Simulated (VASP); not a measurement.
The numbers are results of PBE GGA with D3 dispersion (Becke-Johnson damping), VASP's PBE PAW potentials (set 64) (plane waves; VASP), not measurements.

VASP ran on this input.

File KPOINTS:
```
Automatic mesh
0
Gamma
12 12 1
0 0 0
```

### INCAR
```
ALGO=Normal
EDIFF=1E-5
EDIFFG=-0.03
ENCUT=400
GGA=PE
IBRION=2
ISIF=4
ISMEAR=0
IVDW=12
LASPH=.TRUE.
LCHARG=.FALSE.
LMAXMIX=4
LREAL=.FALSE.
LWAVE=.TRUE.
NELM=100
NELMIN=4
NSW=50
PREC=Normal
SIGMA=0.05
SYSTEM=Sb2Te3 bilayer
```

**POSCAR**
```
Sb2Te3 bilayer
1
    4.2796853395     0.0000000000     0.0000000000
   -2.1398426697     3.7063160012     0.0000000000
    0.0000000000     0.0000000000    32.7155558968
Sb Te
4 6
Direct
  0.3333330000   0.6666670000   0.2886490000
  0.0000000000   0.0000000000   0.4081220000
  0.0000000000   0.0000000000   0.5918780000
  0.6666670000   0.3333330000   0.7113510000
  0.0000000000   0.0000000000   0.2389200000
  0.6666670000   0.3333330000   0.3483850000
  0.6666670000   0.3333330000   0.5421490000
  0.3333330000   0.6666670000   0.4578510000
  0.3333330000   0.6666670000   0.6516150000
  0.0000000000   0.0000000000   0.7610800000
```

POTCAR, in this order: Sb Te (PBE.64 set). Program: vasp_std.

The run wrote:

OSZICAR:
```
...
DAV:  17    -0.364533831270E+02    0.22762E-04   -0.29405E-04  1384   0.579E-02    0.243E-01
DAV:  18    -0.364537712636E+02   -0.38814E-03   -0.13633E-03  1630   0.107E-01    0.470E-01
DAV:  19    -0.364535980766E+02    0.17319E-03   -0.18419E-04  1394   0.546E-02    0.417E-01
DAV:  20    -0.364535606072E+02    0.37469E-04   -0.33428E-05  1132   0.193E-02    0.389E-01
DAV:  21    -0.364532978469E+02    0.26276E-03   -0.14824E-03  1634   0.116E-01    0.519E-02
DAV:  22    -0.364535565797E+02   -0.25873E-03   -0.12300E-03  1708   0.104E-01    0.348E-01
DAV:  23    -0.364535313626E+02    0.25217E-04   -0.89776E-05  1346   0.384E-02    0.349E-01
DAV:  24    -0.364535020852E+02    0.29277E-04   -0.11802E-05   688   0.143E-02    0.300E-01
DAV:  25    -0.364534356087E+02    0.66476E-04   -0.56108E-05  1358   0.216E-02    0.214E-01
DAV:  26    -0.364533500905E+02    0.85518E-04   -0.22436E-04  1660   0.442E-02    0.639E-02
DAV:  27    -0.364533429192E+02    0.71713E-05   -0.61827E-05  1372   0.249E-02
   1 F= -.40596604E+02 E0= -.40596604E+02  d E =-.405966E+02
       N       E                     dE             d eps       ncg     rms          rms(c)
DAV:   1    -0.365244903386E+02   -0.71140E-01   -0.18063E+00  1320   0.548E+00    0.722E-01
DAV:   2    -0.365253259625E+02   -0.83562E-03   -0.14084E-01  1662   0.143E+00    0.474E-01
DAV:   3    -0.365249037180E+02    0.42224E-03   -0.24010E-02  1696   0.746E-01    0.262E-01
DAV:   4    -0.365240534554E+02    0.85026E-03   -0.19909E-02  1656   0.694E-01    0.171E-01
DAV:   5    -0.365229789255E+02    0.10745E-02   -0.12009E-02  1672   0.553E-01    0.110E-01
DAV:   6    -0.365226814521E+02    0.29747E-03   -0.39369E-03  1686   0.273E-01    0.806E-02
DAV:   7    -0.365227335944E+02   -0.52142E-04   -0.55962E-04  1626   0.917E-02    0.528E-02
DAV:   8    -0.365227307303E+02    0.28641E-05   -0.20309E-05  1148   0.217E-02
   2 F= -.40669603E+02 E0= -.40669603E+02  d E =-.729991E-01
       N       E                     dE             d eps       ncg     rms          rms(c)
DAV:   1    -0.365310679643E+02   -0.83344E-02   -0.43404E-01  1320   0.267E+00    0.354E-01
DAV:   2    -0.365313211300E+02   -0.25317E-03   -0.33151E-02  1668   0.695E-01    0.234E-01
DAV:   3    -0.365312113868E+02    0.10974E-03   -0.55575E-03  1696   0.363E-01    0.125E-01
DAV:   4    -0.365310281763E+02    0.18321E-03   -0.49166E-03  1664   0.349E-01    0.865E-02
DAV:   5    -0.365307175500E+02    0.31063E-03   -0.28356E-03  1672   0.273E-01    0.530E-02
DAV:   6    -0.365306523913E+02    0.65159E-04   -0.94372E-04  1680   0.131E-01    0.403E-02
DAV:   7    -0.365306677148E+02   -0.15323E-04   -0.12557E-04  1594   0.436E-02    0.261E-02
DAV:   8    -0.365306707833E+02   -0.30685E-05   -0.58311E-06   722   0.123E-02
   3 F= -.40679214E+02 E0= -.40679214E+02  d E =-.826102E-01
       N       E                     dE             d eps       ncg     rms          rms(c)
DAV:   1    -0.365306376087E+02    0.30106E-04   -0.16000E-03  1302   0.159E-01    0.264E-02
DAV:   2    -0.365306391383E+02   -0.15295E-05   -0.10922E-04  1642   0.412E-02    0.215E-02
DAV:   3    -0.365306430313E+02   -0.38930E-05   -0.22528E-05  1156   0.226E-02    0.883E-03
DAV:   4    -0.365306536352E+02   -0.10604E-04   -0.36010E-05  1206   0.295E-02    0.795E-03
DAV:   5    -0.365306538967E+02   -0.26159E-06   -0.20802E-05  1192   0.233E-02
   4 F= -.40679297E+02 E0= -.40679297E+02  d E =-.826932E-01
       N       E                     dE             d eps       ncg     rms          rms(c)
DAV:   1    -0.365336588584E+02   -0.30052E-02   -0.65484E-02  1292   0.987E-01    0.148E-01
DAV:   2    -0.365335055721E+02    0.15329E-03   -0.45056E-03  1604   0.272E-01    0.924E-02
DAV:   3    -0.365334986169E+02    0.69552E-05   -0.16204E-03  1672   0.197E-01    0.549E-02
DAV:   4    -0.365334303335E+02    0.68283E-04   -0.82738E-04  1664   0.146E-01    0.396E-02
DAV:   5    -0.365333927907E+02    0.37543E-04   -0.26071E-04  1664   0.834E-02    0.264E-02
DAV:   6    -0.365333817196E+02    0.11071E-04   -0.14538E-04  1532   0.486E-02    0.175E-02
DAV:   7    -0.365333850932E+02   -0.33737E-05   -0.13759E-05   994   0.157E-02
   5 F= -.40681949E+02 E0= -.40681949E+02  d E =-.265230E-02
       N       E                     dE             d eps       ncg     rms          rms(c)
DAV:   1    -0.365369483898E+02   -0.35667E-02   -0.26720E-01  1292   0.199E+00    0.300E-01
DAV:   2    -0.365362797126E+02    0.66868E-03   -0.18256E-02  1596   0.548E-01    0.186E-01
DAV:   3    -0.365362677788E+02    0.11934E-04   -0.64035E-03  1672   0.393E-01    0.110E-01
DAV:   4    -0.365360015796E+02    0.26620E-03   -0.34170E-03  1672   0.297E-01    0.816E-02
DAV:   5    -0.365358448437E+02    0.15674E-03   -0.10953E-03  1688   0.172E-01    0.535E-02
DAV:   6    -0.365357955325E+02    0.49311E-04   -0.60382E-04  1544   0.998E-02    0.363E-02
DAV:   7    -0.365358066353E+02   -0.11103E-04   -0.68133E-05  1694   0.324E-02    0.183E-02
DAV:   8    -0.365358076924E+02   -0.10571E-05   -0.21358E-05  1216   0.241E-02
   6 F= -.40684202E+02 E0= -.40684202E+02  d E =-.490541E-02
       N       E                     dE             d eps       ncg     rms          rms(c)
DAV:   1    -0.365384642361E+02   -0.26576E-02   -0.38428E-02  1292   0.737E-01    0.128E-01
DAV:   2    -0.365386064227E+02   -0.14219E-03   -0.26174E-03  1624   0.222E-01    0.663E-02
DAV:   3    -0.365386155547E+02   -0.91320E-05   -0.18839E-03  1672   0.216E-01    0.552E-02
DAV:   4    -0.365385320442E+02    0.83510E-04   -0.51425E-04  1664   0.117E-01    0.375E-02
DAV:   5    -0.365385353319E+02   -0.32877E-05   -0.11555E-04  1644   0.549E-02    0.322E-02
DAV:   6    -0.365385335713E+02    0.17605E-05   -0.77132E-05  1500   0.359E-02
   7 F= -.40685126E+02 E0= -.40685126E+02  d E =-.923750E-03
       N       E                     dE             d eps       ncg     rms          rms(c)
DAV:   1    -0.365450448572E+02   -0.65095E-02   -0.34709E-01  1292   0.222E+00    0.375E-01
DAV:   2    -0.365461830983E+02   -0.11382E-02   -0.23834E-02  1624   0.661E-01    0.207E-01
DAV:   3    -0.365460425161E+02    0.14058E-03   -0.15702E-02  1672   0.615E-01    0.163E-01
DAV:   4    -0.365454027754E+02    0.63974E-03   -0.44655E-03  1688   0.339E-01    0.118E-01
DAV:   5    -0.365453213904E+02    0.81385E-04   -0.11604E-03  1686   0.172E-01    0.955E-02
DAV:   6    -0.365452368606E+02    0.84530E-04   -0.76999E-04  1512   0.111E-01    0.602E-02
DAV:   7    -0.365452441900E+02   -0.73294E-05   -0.87098E-05  1744   0.384E-02
   8 F= -.40686472E+02 E0= -.40686472E+02  d E =-.226972E-02
       N       E                     dE             d eps       ncg     rms          rms(c)
DAV:   1    -0.365465928547E+02   -0.13560E-02   -0.20148E-02  1292   0.533E-01    0.910E-02
DAV:   2    -0.365466558726E+02   -0.63018E-04   -0.13153E-03  1624   0.151E-01    0.557E-02
DAV:   3    -0.365466476174E+02    0.82551E-05   -0.71955E-04  1680   0.132E-01    0.381E-02
DAV:   4    -0.365466306119E+02    0.17006E-04   -0.29625E-04  1312   0.863E-02    0.310E-02
DAV:   5    -0.365466260592E+02    0.45527E-05   -0.97768E-05  1232   0.506E-02
   9 F= -.40686580E+02 E0= -.40686580E+02  d E =-.237755E-02
       N       E                     dE             d eps       ncg     rms          rms(c)
DAV:   1    -0.365488269024E+02   -0.21963E-02   -0.77615E-02  1292   0.103E+00    0.175E-01
DAV:   2    -0.365491278641E+02   -0.30096E-03   -0.42336E-03  1664   0.251E-01    0.720E-02
DAV:   3    -0.365491032386E+02    0.24625E-04   -0.47385E-04  1688   0.106E-01    0.493E-02
DAV:   4    -0.365490923607E+02    0.10878E-04   -0.29783E-04  1568   0.868E-02    0.371E-02
DAV:   5    -0.365490812837E+02    0.11077E-04   -0.20768E-04  1432   0.724E-02    0.236E-02
DAV:   6    -0.365490834643E+02   -0.21806E-05   -0.93484E-05  1662   0.433E-02
  10 F= -.40687200E+02 E0= -.40687200E+02  d E =-.620471E-03
```

OUTCAR:
```
------------------------ aborting loop because EDIFF is reached ----------------------------------------
 Edisp (eV)   -4.13812
  FORCE on cell =-STRESS in cart. coord.  units (eV):
  Direction    XX          YY          ZZ          XY          YZ          ZX
  --------------------------------------------------------------------------------------
  Total      -0.03132    -0.03132     0.01747    -0.00000    -0.00000    -0.00000
  in kB      -0.09671    -0.09671     0.05394    -0.00000    -0.00000    -0.00000
  external pressure =       -0.05 kB  Pullay stress =        0.00 kB
  volume of cell :      518.93
      direct lattice vectors                 reciprocal lattice vectors
     4.257337041  0.000000000  0.000000000     0.234888615  0.135613014 -0.000000000
    -2.128668521  3.686961790 -0.000000000    -0.000000000  0.271226028  0.000000000
     0.000000000 -0.000000000 33.059929076    -0.000000000  0.000000000  0.030248099
 POSITION                                       TOTAL-FORCE (eV/Angst)
 -----------------------------------------------------------------------------------
     -0.00000      2.45798      9.55216        -0.000000      0.000000     -0.007461
     -2.12867      3.68696     13.48979        -0.000000      0.000000     -0.008229
      0.00000     -0.00000     19.57014         0.000000     -0.000000      0.008229
      2.12867      1.22899     23.50777         0.000000     -0.000000      0.007461
     -2.12867      3.68696      7.84222        -0.000000      0.000000     -0.007655
      2.12867      1.22899     11.52015         0.000000     -0.000000      0.011828
      2.12867      1.22899     17.84657        -0.000000      0.000000     -0.018841
     -0.00000      2.45798     15.21336         0.000000     -0.000000      0.018841
     -0.00000      2.45798     21.53978        -0.000000      0.000000     -0.011828
      4.25734      0.00000     25.21771         0.000000     -0.000000      0.007655
 -----------------------------------------------------------------------------------
    total drift:                                0.000000     -0.000000      0.000000
  FREE ENERGIE OF THE ION-ELECTRON SYSTEM (eV)
  ---------------------------------------------------
  free  energy   TOTEN  =       -40.6872002839 eV

  energy  without entropy=      -40.6872002839  energy(sigma->0) =      -40.68720028

 reached required accuracy - stopping structural energy minimisation
```
(Selected blocks of OUTCAR.)

CONTCAR:
```
Sb2Te3 bilayer
   1.00000000000000
     4.2573370414408158    0.0000000000023747    0.0000000000000000
    -2.1286685206686116    3.6869617901639891   -0.0000000000000000
     0.0000000000000002   -0.0000000000000000   33.0599290757955515
  Sb              Te
     4     6
Direct
     0.3333330000000032    0.6666669999999968    0.2889347087665127
     0.0000000000000000    1.0000000000000000    0.4080405430190633
     0.0000000000000000    0.0000000000000000    0.5919594569809367
     0.6666669999999968    0.3333330000000032    0.7110652912334873
     0.0000000000000000    1.0000000000000000    0.2372123126636785
     0.6666669999999968    0.3333330000000032    0.3484627471806215
     0.6666669999999968    0.3333330000000032    0.5398248643203403
     0.3333330000000032    0.6666669999999968    0.4601751356796597
     0.3333330000000032    0.6666669999999968    0.6515372528193787
     1.0000000000000000    0.0000000000000000    0.7627876873363215
```

**OUTCAR**
```
 val. band max:        2.1730133623   @ k =   0.0000   0.0000   0.0000

 cond. band min:       2.5767702015   @ k =   0.0000   0.0000   0.0000


 Fermi energy:         2.3755889955

 k-point     1 :       0.0000    0.0000    0.0000
  band No.  band energies     occupation
      1     -10.9392      2.00000
      2     -10.8181      2.00000
      3     -10.4059      2.00000
      4     -10.1497      2.00000
      5      -9.3052      2.00000
      6      -9.0487      2.00000
      7      -6.5794      2.00000
      8      -6.1650      2.00000
      9      -4.9302      2.00000
     10      -4.5358      2.00000
     11      -0.6783      2.00000
     12      -0.0610      2.00000
     13       0.2606      2.00000
     14       0.2606      2.00000
     15       0.3269      2.00000
     16       0.3269      2.00000
     17       0.4978      2.00000
     18       0.4978      2.00000
     19       0.5151      2.00000
     20       0.6184      2.00000
     21       0.6184      2.00000
     22       1.0606      2.00000
     23       1.0606      2.00000
     24       1.1895      2.00000
     25       1.1895      2.00000
     26       1.1981      2.00000
     27       1.4214      2.00000
     28       2.1730      2.00000
     29       2.5768      0.00000
     30       2.8122      0.00000
     31       2.8123      0.00000
     32       3.0104      0.00000
     33       3.0669      0.00000
     34       3.0669      0.00000

 k-point     2 :       0.0833   -0.0000    0.0000
  band No.  band energies     occupation
      1     -10.8754      2.00000
      2     -10.7544      2.00000
      3     -10.3464      2.00000
      4     -10.0913      2.00000
      5      -9.2638      2.00000
      6      -9.0124      2.00000
      7      -6.5662      2.00000
      8      -6.1738      2.00000
      9      -5.0070      2.00000
     10      -4.6620      2.00000
     11      -0.7659      2.00000
     12      -0.4834      2.00000
     13      -0.3750      2.00000
     14      -0.0823      2.00000
...
```

Unless said otherwise, spin-orbit coupling is left out, though it shifts the bands of the heavy elements here.

The cell is a sheet with vacuum, built from Sb2Te3 (tetradymite).
